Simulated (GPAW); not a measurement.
# Ti (Im-3m) in GPAW: convergence with density grid spacing (A)

Aim: find how far density grid spacing (A) must go before the results for Ti settle, at PBE. This setting moves, with any that are tied to it; all else stays.

All numbers are computed with GPAW 26.7.0; they aren't measurements. Logs are shortened: lines on timing, memory, paths and dates and some standing lists are left out, and cuts for length are marked. The log counts tension as positive stress, the text compression.

**1. Starting point**

It takes space group Im-3m (No. 229, cubic). Conventional cell: a = 3.282 Å, b = 3.282 Å, c = 3.282 Å, α = 90.00°, β = 90.00°, γ = 90.00°. Ti (site symmetry m-3m) is surrounded by 8 Ti at 2.84 Å.

This isn't the form of Ti at room conditions, which is hcp.

**2. With density grid spacing (A) 0.24**

run.py reads:

```python
from ase.dft.bandgap import bandgap
from ase.io import read, write
from ase.units import GPa
from gpaw import GPAW, PW

atoms = read('POSCAR')

calc = GPAW(mode=PW(600),
            h=0.24,
            xc='PBE',
            kpts={'size': (11, 11, 11), 'gamma': True},
            occupations={'name': 'fermi-dirac', 'width': 0.05},
            nbands=14,
            convergence={'density': 1e-05, 'energy': 1e-05},
            maxiter=100,
            txt='gpaw.txt')
atoms.calc = calc
energy = atoms.get_potential_energy()
forces = atoms.get_forces()
stress = atoms.get_stress()
calc.write('gs.gpw')
write('result.traj', atoms)
print(f'Energy: {energy:.6f} eV')
print('Forces (eV/A):')
print(forces.round(4))
print('Stress (GPa):', (stress / GPa).round(3))
print('Fermi level:', round(calc.get_fermi_level(), 4), 'eV')
print(f'Gap: {bandgap(calc)[0]:.4f} eV, direct: {bandgap(calc, direct=True)[0]:.4f} eV')
```

POSCAR reads:

```
Ti
1.0
   -1.6410000000      1.6410000000      1.6410000000
    1.6410000000     -1.6410000000      1.6410000000
    1.6410000000      1.6410000000     -1.6410000000
Ti
1
Direct
    0.0000000000      0.0000000000      0.0000000000
```

Potentials or basis: GPAW PAW data sets (gpaw-data 1.2.1), pw.

Command:

```bash
OMP_NUM_THREADS=1 python run.py
```

Run time: 4.9 s. Hardware: 1 thread of Arm Neoverse V2, shared host; peak memory 0.13 GiB.

Results:

```
Free energy            : -6.5610 eV
Pressure               : -3.5 GPa
Band gap on the k mesh : none (metal or under the smearing width)
```

**3. With density grid spacing (A) 0.2**

run.py, as its differences from that of step 2:

```diff
@@ -8,3 +8,3 @@
 calc = GPAW(mode=PW(600),
-            h=0.24,
+            h=0.2,
             xc='PBE',
```

POSCAR is that of step 2.

Potentials or basis: GPAW PAW data sets (gpaw-data 1.2.1), pw.

Command:

```bash
OMP_NUM_THREADS=1 python run.py
```

It took 6 s on 1 thread of Arm Neoverse V2, shared host; peak memory 0.13 GiB.

Results:

| Quantity | Value |
| --- | --- |
| Free energy | -6.5649 eV |
| Pressure | -3.0 GPa |
| Band gap on the k mesh | none (metal or under the smearing width) |

**4. With density grid spacing (A) 0.17**

run.py, as its differences from that of step 3:

```diff
@@ -8,3 +8,3 @@
 calc = GPAW(mode=PW(600),
-            h=0.2,
+            h=0.17,
             xc='PBE',
```

POSCAR is that of step 3.

Command:

```bash
OMP_NUM_THREADS=1 python run.py
```

It took 9.1 s on 1 thread of Arm Neoverse V2, shared host; peak memory 0.14 GiB.

What came out:

| Item | Value |
| --- | --- |
| Free energy | -6.5651 eV |
| Pressure | -3.0 GPa |
| Band gap on the k mesh | none (metal or under the smearing width) |

**5. With density grid spacing (A) 0.15**

run.py, as its differences from that of step 4:

```diff
@@ -8,3 +8,3 @@
 calc = GPAW(mode=PW(600),
-            h=0.17,
+            h=0.15,
             xc='PBE',
```

POSCAR is that of step 4.

Command:

```bash
OMP_NUM_THREADS=1 python run.py
```

It took 8.1 s on 1 thread of Arm Neoverse V2, shared host; peak memory 0.14 GiB.

Results (log left out):

```
Free energy            : -6.5652 eV
Pressure               : -3.0 GPa
Band gap on the k mesh : none (metal or under the smearing width)
```

**6. With density grid spacing (A) 0.13**

run.py, as its differences from that of step 5:

```diff
@@ -8,3 +8,3 @@
 calc = GPAW(mode=PW(600),
-            h=0.15,
+            h=0.13,
             xc='PBE',
```

POSCAR is that of step 5.

Potentials or basis: GPAW PAW data sets (gpaw-data 1.2.1), pw.

Command:

```bash
OMP_NUM_THREADS=1 python run.py
```

Wall time 15 s (1 thread of Arm Neoverse V2, shared host); peak memory 0.16 GiB.

It converged, with:

| Item | Value |
| --- | --- |
| Free energy | -6.5652 eV |
| Pressure | -3.0 GPa |
| Band gap on the k mesh | none (metal or under the smearing width) |

**7. With density grid spacing (A) 0.11**

run.py, as its differences from that of step 6:

```diff
@@ -8,3 +8,3 @@
 calc = GPAW(mode=PW(600),
-            h=0.13,
+            h=0.11,
             xc='PBE',
```

POSCAR is that of step 6.

Command:

```bash
OMP_NUM_THREADS=1 python run.py
```

It took 20 s on 1 thread of Arm Neoverse V2, shared host; peak memory 0.17 GiB.

Results (log left out):

```
Free energy            : -6.5653 eV
Pressure               : -3.0 GPa
Band gap on the k mesh : none (metal or under the smearing width)
```

**8. With density grid spacing (A) 0.09**

run.py, as its differences from that of step 7:

```diff
@@ -8,3 +8,3 @@
 calc = GPAW(mode=PW(600),
-            h=0.11,
+            h=0.09,
             xc='PBE',
```

POSCAR is that of step 7.

Potentials or basis: GPAW PAW data sets (gpaw-data 1.2.1), pw.

Command:

```bash
OMP_NUM_THREADS=1 python run.py
```

gpaw.txt:

```text
__  _  _
 | _ |_)|_||  |
 |__||  | ||/\| - 26.7.0

Input parameters:
  mode=PW(ecut=600.0),
  convergence={'density': 1e-05, 'energy': 1e-05},
  h=0.09,
  kpts=MonkhorstPack(size=(11, 11, 11), gamma=True),
  maxiter=100,
  nbands=14,
  occupations=Occupations(name='fermi-dirac', width=0.05),
  xc=XC(name='PBE')

Diagonalizing LCAO Hamiltonian
Converting LCAO to pw mode

       Ti

Atoms  # Å, Bohr magnetons
|   | symbol |        x |        y |        z |    initial magnetic moments |
|---|--------|----------|----------|----------|-----------------------------|
| 0 |     Ti | 0.000000 | 0.000000 | 0.000000 | ( 0.0000,  0.0000,  0.0000) |

Unit cell  # Å
| periodic |         x |         y |         z |  lengths |     angles |
|----------|-----------|-----------|-----------|----------|------------|
|      yes | -1.641000 |  1.641000 |  1.641000 | 2.842295 | 109.471221 |
|      yes |  1.641000 | -1.641000 |  1.641000 | 2.842295 | 109.471221 |
|      yes |  1.641000 |  1.641000 | -1.641000 | 2.842295 | 109.471221 |

Number of symmetries: 48
Symmetry operations  # r_c * U_cc + t_c -> r_c
|    | kind |            matrix            |
|----|------|------------------------------|
|  0 |  σ   |  1, 1, 1,  0, 0,-1,  0,-1, 0 |
|  1 |  C4  |  1, 1, 1,  0, 0,-1, -1, 0, 0 |
|  2 |  C2  |  1, 1, 1,  0,-1, 0,  0, 0,-1 |
|  3 |  S6  |  1, 1, 1,  0,-1, 0, -1, 0, 0 |
|  4 |  S6  |  1, 1, 1, -1, 0, 0,  0, 0,-1 |
|  5 |  C4  |  1, 1, 1, -1, 0, 0,  0,-1, 0 |
|  6 |  E   |  1, 0, 0,  0, 1, 0,  0, 0, 1 |
|  7 |  σ   |  1, 0, 0,  0, 1, 0, -1,-1,-1 |
|  8 |  σ   |  1, 0, 0,  0, 0, 1,  0, 1, 0 |
|  9 |  C3  |  1, 0, 0,  0, 0, 1, -1,-1,-1 |
| 10 |  C3  |  1, 0, 0, -1,-1,-1,  0, 1, 0 |
| 11 |  σ   |  1, 0, 0, -1,-1,-1,  0, 0, 1 |
| 12 |  σ   |  0, 1, 0,  1, 0, 0,  0, 0, 1 |
| 13 |  C2  |  0, 1, 0,  1, 0, 0, -1,-1,-1 |
| 14 |  C3  |  0, 1, 0,  0, 0, 1,  1, 0, 0 |
| 15 |  S4  |  0, 1, 0,  0, 0, 1, -1,-1,-1 |
| 16 |  S4  |  0, 1, 0, -1,-1,-1,  1, 0, 0 |
| 17 |  C3  |  0, 1, 0, -1,-1,-1,  0, 0, 1 |
| 18 |  C3  |  0, 0, 1,  1, 0, 0,  0, 1, 0 |
| 19 |  S4  |  0, 0, 1,  1, 0, 0, -1,-1,-1 |
| 20 |  σ   |  0, 0, 1,  0, 1, 0,  1, 0, 0 |
| 21 |  C3  |  0, 0, 1,  0, 1, 0, -1,-1,-1 |
| 22 |  C2  |  0, 0, 1, -1,-1,-1,  1, 0, 0 |
| 23 |  S4  |  0, 0, 1, -1,-1,-1,  0, 1, 0 |
| 24 |  C4  |  0, 0,-1,  1, 1, 1,  0,-1, 0 |
| 25 |  σ   |  0, 0,-1,  1, 1, 1, -1, 0, 0 |
| 26 |  S6  |  0, 0,-1,  0,-1, 0,  1, 1, 1 |
| 27 |  C2  |  0, 0,-1,  0,-1, 0, -1, 0, 0 |
| 28 |  C4  |  0, 0,-1, -1, 0, 0,  1, 1, 1 |
| 29 |  S6  |  0, 0,-1, -1, 0, 0,  0,-1, 0 |
| 30 |  S6  |  0,-1, 0,  1, 1, 1,  0, 0,-1 |
| 31 |  C4  |  0,-1, 0,  1, 1, 1, -1, 0, 0 |
| 32 |  C4  |  0,-1, 0,  0, 0,-1,  1, 1, 1 |
| 33 |  S6  |  0,-1, 0,  0, 0,-1, -1, 0, 0 |
| 34 |  σ   |  0,-1, 0, -1, 0, 0,  1, 1, 1 |
| 35 |  C2  |  0,-1, 0, -1, 0, 0,  0, 0,-1 |
| 36 |  C2  | -1, 0, 0,  1, 1, 1,  0, 0,-1 |
| 37 |  S6  | -1, 0, 0,  1, 1, 1,  0,-1, 0 |
| 38 |  S6  | -1, 0, 0,  0, 0,-1,  1, 1, 1 |
| 39 |  C2  | -1, 0, 0,  0, 0,-1,  0,-1, 0 |
| 40 |  C2  | -1, 0, 0,  0,-1, 0,  1, 1, 1 |
| 41 |  i   | -1, 0, 0,  0,-1, 0,  0, 0,-1 |
| 42 |  S4  | -1,-1,-1,  1, 0, 0,  0, 1, 0 |
| 43 |  C3  | -1,-1,-1,  1, 0, 0,  0, 0, 1 |
| 44 |  C3  | -1,-1,-1,  0, 1, 0,  1, 0, 0 |
| 45 |  σ   | -1,-1,-1,  0, 1, 0,  0, 0, 1 |
| 46 |  S4  | -1,-1,-1,  0, 0, 1,  1, 0, 0 |
| 47 |  C2  | -1,-1,-1,  0, 0, 1,  0, 1, 0 |

BZ-sampling:
  Number of BZ points: 1331
  Number of IBZ points: 56

  Monkhorst-Pack size: [11, 11, 11]
  Monkhorst-Pack shift: [0, 0, 0]

K-points  # in reciprocal-cell coordinates
|     |                                coordinates |     weight |
|-----|--------------------------------------------|------------|
|   0 | (  0.00000000,   0.00000000,   0.00000000) | 0.00075131 |
|   1 | (  0.09090909,   0.00000000,   0.00000000) | 0.00901578 |
|   2 | (  0.09090909,   0.09090909,  -0.09090909) | 0.00450789 |
|   3 | (  0.18181818,   0.00000000,  -0.09090909) | 0.01803156 |
|   4 | (  0.18181818,   0.00000000,   0.00000000) | 0.00901578 |
|   5 | (  0.18181818,   0.09090909,  -0.09090909) | 0.01803156 |
|   6 | (  0.18181818,   0.18181818,  -0.18181818) | 0.00450789 |
|   7 | (  0.27272727,  -0.09090909,  -0.09090909) | 0.00601052 |
|   8 | (  0.27272727,   0.00000000,  -0.09090909) | 0.03606311 |
|   9 | (  0.27272727,   0.00000000,   0.00000000) | 0.00901578 |
| ... |                                            |            |
|  55 | (  0.45454545,   0.45454545,   0.45454545) | 0.00601052 |

Plane wave coefficients: 603
Cutoff: 600.0 eV

Spin-components: 1 (collinear spins)
Bands:           14
Projectors:      6
Spin-degeneracy: 2
Datatype:        complex128

Parallelization:
  kpt:    1
  domain: 1
  band:   1

Density:
  Valence electrons: 12.0
  Components: 1
  Grid points: [32 32 32]
  Charge: 0.0  # |e|

Potential:
  Grid points: [32 32 32]

species:
  Ti:
    name:    Titanium
    Z:       22.0
    valence: 12
    core:    10
    charge:  0.0  # [|e|]
    compensation charges:
      type: gauss
      rc: 0.38  # [Å]
      lmax: 2
    cutoffs:
      filter: 2.23  # [Å]
      core: 1.02  # [Å]
    projectors
    | kind |    occ | energy [eV] | rcut [Å] |
    |------|--------|-------------|----------|
    |   3s |  2.000 |     -62.623 |    1.270 |
    |   4s |  2.000 |      -4.466 |    1.270 |
    |   3p |  6.000 |     -38.862 |    1.058 |
    |   4p |  0.000 |      -1.466 |    1.058 |
    |   3d |  2.000 |      -4.258 |    1.058 |
    |    d |        |      22.953 |    1.058 |

    Using partial waves for Ti as LCAO basis

Reference energy: -23224.014282  # eV

eigensolver:
  PPCG
  Converge bands: occupied
  niter=2

density mixing:
  MSR1-Mixer
  Pratt-step length: 0.05
  Maximum mixing coefficient: 0.75
  Old densities: 10
  SVD Regularization: 0.005
  Good broyden scale: 1.0
  Trust region scale: 1.0
  Backstep threshold: 4.0
  History deletion threshold: 6.0
  Fourier metric: weight=20.0, sigma=0.015

occupation numbers:
  Fermi-Dirac:
    width: 0.0500  # eV

poisson solver:
  ecut: 4800.0  # eV

xc functional:
  name: PBE with 2 nearest neighbor stencil

convergence criteria:
- Maximum integral of absolute [dens]ity change: 1e-05 electrons / valence electron
- Maximum [total energy] change in last 3 cyles: 1e-05 eV / valence electron
- Maximum integral of absolute [eigenst]ate change: 4e-08 eV^2 / valence electron
maximum number of iterations: 100

SCF iterations
|iter     | |      energy | eigst |  dens |
|---------|-|-------------|-------|-------|
|iter:   1| |   -6.775321 | -0.12 |       |
|iter:   2| |   -6.719347 | -3.03 | -1.24 |
|iter:   3| |   -6.549178 | -1.84 | -1.29 |
|iter:   4| |   -6.552263 | -3.77 | -2.06 |
|iter:   5| |   -6.553888 | -4.16 | -2.34 |
|iter:   6| |   -6.553900 | -6.24 | -3.60 |
|iter:   7| |   -6.553901c| -6.78 | -3.92 |
|iter:   8| |   -6.553901c| -8.32c| -5.15c|

Converged in 8 steps
Energy contributions relative to reference atoms: (reference = -23224.014282)

Energy contributions:
  Kinetic:           4.570101
  Coulomb:          -4.452332
  Zero:              0.010530
  External:          0.000000
  Xc:               -6.670819
  Entropy:          -0.022763
  Spinorbit:         0.000000
  ----------------------------
  Free energy:      -6.565283
  Extrapolated:     -6.553901

dipole moment: (-5.219869, -5.219869, -5.219869)  # |e|*Ang

Fermi level: 8.089
Eigenvalues  # (at kpt = [0.000, 0.000, 0.000])
| band index |      eig [eV] | occ [0-2] |
|------------|---------------|-----------|
|          0 |       -48.435 |     2.000 |
|          1 |       -24.333 |     2.000 |
|          2 |       -24.333 |     2.000 |
|          3 |       -24.333 |     2.000 |
|          4 |         2.204 |     2.000 |
|          5 |         9.076 |     0.000 |
|          6 |         9.076 |     0.000 |
|          7 |         9.076 |     0.000 |
|          8 |        10.794 |     0.000 |
|          9 |        10.794 |     0.000 |
|         10 |        25.403 |     0.000 |
|         11 |        25.403 |     0.000 |
|         12 |        25.403 |     0.000 |
|         13 |        31.152 |     0.000 |

No gap
No difference between direct/indirect transitions

Forces  # eV/Ang
|       x |        y |        z |
|---------|----------|----------|
| 0.00000 | -0.00000 | -0.00000 |  # Ti   0

Stress tensor  # eV/Ang^3
|        x |         y |         z |
|----------|-----------|-----------|
| 0.019016 |  0.000000 |  0.000000 |
| 0.000000 |  0.019016 | -0.000000 |
| 0.000000 | -0.000000 |  0.019016 |

# Writing to gs.gpw (mode='')
```

Run time: 23 s. Hardware: 1 thread of Arm Neoverse V2, shared host; peak memory 0.21 GiB.

What came out:

- Free energy: -6.5653 eV
- Pressure: -3.0 GPa
- Band gap on the k mesh: none (metal or under the smearing width)

**9. Summary**

```
density grid spacing (A)  energy less the tightest run, at zero smearing (meV/atom)  pressure (GPa)  SCF cycles  CPU time (s)  peak memory (GiB)
                    0.24                                                       4.32           -3.49           8           4.9               0.13
                     0.2                                                       0.37           -3.03           8             6               0.13
                    0.17                                                       0.16           -3.04           8           9.1               0.14
                    0.15                                                       0.09           -3.04           8           8.1               0.14
                    0.13                                                       0.04           -3.05           8            15               0.16
                    0.11                                                       0.02           -3.05           8            20               0.17
                    0.09                                                       0.00           -3.05           8            23               0.21
```

Against the tightest run, the energy stays within 1 meV/atom from 0.2 on; the pressure stays within 0.1 GPa from 0.2 on. The tightest run that finished is the yardstick and may itself not be fully converged.
